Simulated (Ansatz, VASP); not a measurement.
GaSb in VASP and in Ansatz

File POSCAR:

```
GaSb
1.0
    0.0000000000      3.0590000000      3.0590000000
    3.0590000000      0.0000000000      3.0590000000
    3.0590000000      3.0590000000      0.0000000000
Sb Ga
1 1
Direct
    0.7500000000      0.7500000000      0.7500000000
    0.0000000000      0.0000000000      0.0000000000
```

The input INCAR.step1:

```
ALGO     = Normal         # electronic algorithm
EDIFF    = 1E-5           # SCF threshold, eV
ENCUT    = 600            # plane-wave cutoff, eV
GGA      = PE             # functional
ISMEAR   = -1             # smearing method
LASPH    = T              # aspherical terms in the spheres
LCHARG   = F              # write CHGCAR
LREAL    = F              # projectors in reciprocal space
LWAVE    = T              # write WAVECAR
NELM     = 100            # most SCF steps
PREC     = Accurate       # precision mode
SIGMA    = 0.05           # smearing width, eV
```

File INCAR.step2:

```
AEXX     = 1.0            # exact-exchange fraction
AGGAC    = 0.0          
ALDAC    = 0.0          
ALGO     = Normal         # electronic algorithm
EDIFF    = 1E-6           # SCF threshold, eV
EDIFFG   = -0.005         # ionic threshold
ENCUT    = 600            # plane-wave cutoff, eV
GGA      = PE             # functional
IBRION   = 2              # ionic algorithm
ISIF     = 3              # what is computed and relaxed
ISMEAR   = -1             # smearing method
ISTART   = 1            
LASPH    = T              # aspherical terms in the spheres
LCHARG   = F              # write CHGCAR
LHFCALC  = T              # exact exchange
LREAL    = F              # projectors in reciprocal space
LWAVE    = F              # write WAVECAR
NELM     = 100            # most SCF steps
NSW      = 40             # ionic steps
PREC     = Accurate       # precision mode
PRECFOCK = Fast         
SIGMA    = 0.05           # smearing width, eV
```

The input KPOINTS:

```
k-points
0
Gamma
  4 4 4
```

The input input.yaml:

```yaml
crystal:
  lattice:
    - [0.0, 3.059, 3.059]
    - [3.059, 0.0, 3.059]
    - [3.059, 3.059, 0.0]
  atoms:
    - { symbol: Sb, position: [0.75, 0.75, 0.75] }
    - { symbol: Ga, position: [0.0, 0.0, 0.0] }
hamiltonian:
  xc: hf
  pseudopotentials: { kind: paw }
kpoints:
  mp_grid: { grid: [4, 4, 4] }
scf:
  occupations: { method: fermi_dirac, width: 0.05 }
output:
  forces: true
  stress: true
  write_density: true
  write_potential: true
  elf: true
  volumetric_format: npy
relax:
  f_tol: 0.01
  max_steps: 40
  cell: { stress_tol: 0.05 }
```

Alike in both runs: task relaxation of cell and atoms; functional HF; k mesh 4 × 4 × 4; occupations fermi-dirac, width 0.05 eV; no spin polarisation.

|  | VASP | Ansatz |
| --- | --- | --- |
| version | VASP 6.6.1 | Ansatz 0.2.0 |
| potentials or method | VASP PAW PBE potentials, release 64 (Sb, Ga_d) | Ansatz PAW |
| plane-wave cutoff (eV) | 600 | 420 |
| valence electrons in the cell | 18 | 28 |

VASP gave:

| Property | Result |
| --- | --- |
| gap on the k mesh at the Fermi level, each at its own relaxed structure (eV) | 11.71 |
| relaxed volume (Å³/atom) | 21.11 |
| relaxed cell length with the largest relative difference (Å) | 3.909 |
| energy change over the relaxation (meV/atom) | -634 |

Q: What did Ansatz give for the same quantities?

A: gap on the k mesh at the Fermi level, each at its own relaxed structure (eV): 6.02; relaxed volume (Å³/atom): 30.26; relaxed cell length with the largest relative difference (Å): 4.407; energy change over the relaxation (meV/atom): -18.

One of these differences is far larger than is usual between the two programs; its cause wasn't traced. The two sets of potentials don't hold the same shells in valence.

Caveats: the k mesh is coarse (spacing up to 0.44 Å⁻¹), so the values aren't converged, least of all with exact exchange; spin-orbit coupling is left out, which moves the levels of the heavy elements; the volume moved by over 15 % at a fixed basis, so the end points are rough (VASP); the PAW data sets were made with another functional, which shifts forces and pressure a little (VASP); the volume moved by -26 % from the deposited cell, more than functionals usually miss (VASP); the plane-wave basis is chosen anew once the cell has moved, so the energies of steps on either side of that aren't comparable (Ansatz); the PAW data sets come from PBE, with cores solved anew for the run's functional, which leaves a small shift of forces and pressure (Ansatz). A k mesh can miss the band edges.
